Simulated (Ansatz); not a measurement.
# A point defect in CaF2: Ca interstitial

What does a Ca interstitial cost in CaF2, and how do its neighbours move? It is set in a cell of 48 host atoms, in the charges +2, +1, 0.

Computed with Ansatz 0.2.0 (DFT PBE, scalar-relativistic, plane waves, PAW, unless a step's input says otherwise).

3 further runs of the same task are left out: 3 set aside as unsound or not needed.

### Step 1. The structure to begin with

The structure is cubic, space group Fm-3m (No. 225). The conventional cell has a = 5.512 Å, b = 5.512 Å, c = 5.512 Å, α = 90.00°, β = 90.00°, γ = 90.00°. Ca (site symmetry m-3m) is surrounded by 8 F at 2.39 Å. Around F (site symmetry -43m) lie 4 Ca at 2.39 Å.

Structure file:

```cif
data_structure
_symmetry_space_group_name_H-M 'Fm-3m'
_symmetry_Int_Tables_number 225
_cell_length_a 5.5118
_cell_length_b 5.5118
_cell_length_c 5.5118
_cell_angle_alpha 90.000
_cell_angle_beta 90.000
_cell_angle_gamma 90.000
_cell_volume 167.44
loop_
_atom_site_label
_atom_site_type_symbol
_atom_site_symmetry_multiplicity
_atom_site_Wyckoff_symbol
_atom_site_fract_x
_atom_site_fract_y
_atom_site_fract_z
_atom_site_occupancy
Ca1 Ca 4 a 0.00000 0.00000 0.00000 1
F1 F 8 c 0.25000 0.25000 0.75000 1
```

It goes back to an entry of the Materials Project, which need not be the stable form.

It is the result of an earlier relaxation at this level (volume 13.95 Å³/atom; gap on the mesh: 7.14 eV).

The host's static dielectric tensor, from an earlier linear-response run, has a mean of 8.75.

The perfect supercell (rows -3 1 1; 1 1 -3; 1 -3 1 in vectors of this cell) was computed beforehand with the same settings: E(σ→0) = -55036.9752 eV for 48 atoms, gap 7.70 eV on its own mesh.

### Step 2. The defect cell

The extra atom is put at (0.500, 0.500, 0.500) of the supercell, the middle of a void of radius 2.39 Å. The other atoms start on their ideal sites. Its neighbours are 8 F at 2.39 Å.

### Step 3. Charge state 0

input.yaml

```yaml
crystal:
  lattice:
    - [5.5117620964, -5.5117620964, -5.5117620964]
    - [-5.5117620964, -5.5117620964, 5.5117620964]
    - [-5.5117620964, 5.5117620964, -5.5117620964]
  atoms:
    - { symbol: Ca, position: [0.25, 0.75, 0.0] }
    - { symbol: Ca, position: [0.25, 1.0, 0.75] }
    - { symbol: Ca, position: [0.25, 0.25, 0.5] }
    - { symbol: Ca, position: [0.0, 0.75, 0.25] }
    - { symbol: Ca, position: [0.25, 0.5, 0.25] }
    - { symbol: Ca, position: [1.0, 1.0, 1.0] }
    - { symbol: Ca, position: [0.0, 0.25, 0.75] }
    - { symbol: Ca, position: [0.75, 0.75, 0.5] }
    - { symbol: Ca, position: [0.0, 0.5, 0.5] }
    - { symbol: Ca, position: [0.75, 1.0, 0.25] }
    - { symbol: Ca, position: [0.75, 0.25, 0.0] }
    - { symbol: Ca, position: [0.5, 0.75, 0.75] }
    - { symbol: Ca, position: [0.75, 0.5, 0.75] }
    - { symbol: Ca, position: [0.5, 1.0, 0.5] }
    - { symbol: Ca, position: [0.5, 0.25, 0.25] }
    - { symbol: Ca, position: [0.5, 0.5, 0.0] }
    - { symbol: F, position: [0.0, 0.25, 0.5] }
    - { symbol: F, position: [0.0, 0.5, 0.25] }
    - { symbol: F, position: [0.0, 0.75, 0.0] }
    - { symbol: F, position: [0.75, 0.25, 0.75] }
    - { symbol: F, position: [0.0, 0.0, 0.75] }
    - { symbol: F, position: [0.75, 0.5, 0.5] }
    - { symbol: F, position: [0.75, 0.75, 0.25] }
    - { symbol: F, position: [0.5, 0.25, 0.0] }
    - { symbol: F, position: [0.75, 0.0, 0.0] }
    - { symbol: F, position: [0.5, 0.5, 0.75] }
    - { symbol: F, position: [0.5, 0.75, 0.5] }
    - { symbol: F, position: [0.25, 0.25, 0.25] }
    - { symbol: F, position: [0.5, 0.0, 0.25] }
    - { symbol: F, position: [0.25, 0.5, 0.0] }
    - { symbol: F, position: [0.25, 0.75, 0.75] }
    - { symbol: F, position: [0.25, 0.0, 0.5] }
    - { symbol: F, position: [0.5, 0.75, 0.0] }
    - { symbol: F, position: [0.5, 0.0, 0.75] }
    - { symbol: F, position: [0.5, 0.25, 0.5] }
    - { symbol: F, position: [0.25, 0.75, 0.25] }
    - { symbol: F, position: [0.5, 0.5, 0.25] }
    - { symbol: F, position: [0.25, 0.0, 0.0] }
    - { symbol: F, position: [0.25, 0.25, 0.75] }
    - { symbol: F, position: [0.0, 0.75, 0.5] }
    - { symbol: F, position: [0.25, 0.5, 0.5] }
    - { symbol: F, position: [0.0, 0.0, 0.25] }
    - { symbol: F, position: [0.0, 0.25, 0.0] }
    - { symbol: F, position: [0.75, 0.75, 0.75] }
    - { symbol: F, position: [0.0, 0.5, 0.75] }
    - { symbol: F, position: [0.75, 0.0, 0.5] }
    - { symbol: F, position: [0.75, 0.25, 0.25] }
    - { symbol: F, position: [0.75, 0.5, 0.0] }
    - { symbol: Ca, position: [0.5, 0.5, 0.5] }
  host:
    lattice:
      - [0.0, 2.7558810482, 2.7558810482]
      - [2.7558810482, 0.0, 2.7558810482]
      - [2.7558810482, 2.7558810482, 0.0]
    atoms:
      - { symbol: Ca, position: [0.0, 0.0, 0.0] }
      - { symbol: F, position: [0.75, 0.75, 0.75] }
      - { symbol: F, position: [0.25, 0.25, 0.25] }
basis:
  ecutwfc: 420
  xc_grid: 2
kpoints:
  mp_grid: { grid: [2, 2, 2], shift: [0.5, 0.5, 0.5] }
hamiltonian:
  xc: pbe
scf:
  occupations: { method: gaussian, width: 0.01 }
output:
  forces: true
  stress: false
  eigenvalues: true
  charged_corrections:
    defect_position: [0.5, 0.5, 0.5]
    epsilon: [[8.7475, 0.0, 0.0], [0.0, 8.7475, 0.0], [0.0, 0.0, 8.7475]]
  write_density: true
  write_potential: true
  elf: true
  volumetric_format: npy
relax:
  adjacent_minimum: "off"
  f_tol: 0.025
  max_steps: 45
```

Launch:

```sh
$ ansatz run input.yaml --threads 4 --pin off --max-ram 10240MiB --backend cpu --events-out ev --progress --plain --runs-dir out
```

The session goes on with these runs: relaxing the defect, charge +1; relaxing the defect, charge +2.

What does the calculation give? Wanted: formation energy, neutral; nearest atoms after relaxation, one image of each, neutral.

**Answer**, as computed:

```
                                                  quantity                      value
                                 formation energy, neutral                    5.57 eV
nearest atoms after relaxation, one image of each, neutral              8 F at 2.34 Å
                       level (+2/+1) above the valence top                    6.54 eV
                        level (+1/0) above the valence top  7.19 eV (outside the gap)
```

**Reading.** The neutral defect costs 5.57 eV against the elements. Spin polarisation was off in the neutral run, so a moment could not show there. Spin was allowed in some charges only (not in +2, 0): their moments are zero by construction, and levels between the two kinds of run can be off. Among the charges computed the stable one is +2 at the valence top, changing to +1 at 6.54 eV, in a gap of 7.14 eV. The alignment term, up to 0.79 eV here, is marked as doubtful by the program in a cell of this size. Levels are placed in the host's Kohn-Sham gap, which is usually too small at this level and squeezes them. With 48 host sites the defect feels its images, so energies are good to tenths of an eV at best. A distortion of lower symmetry was not tried. Where the defect's electrons or holes spill into a band, band filling in so small a cell adds more. Some metallic runs here have no spin polarisation while others do; where cell and settings agree, the difference is what magnetism gains.
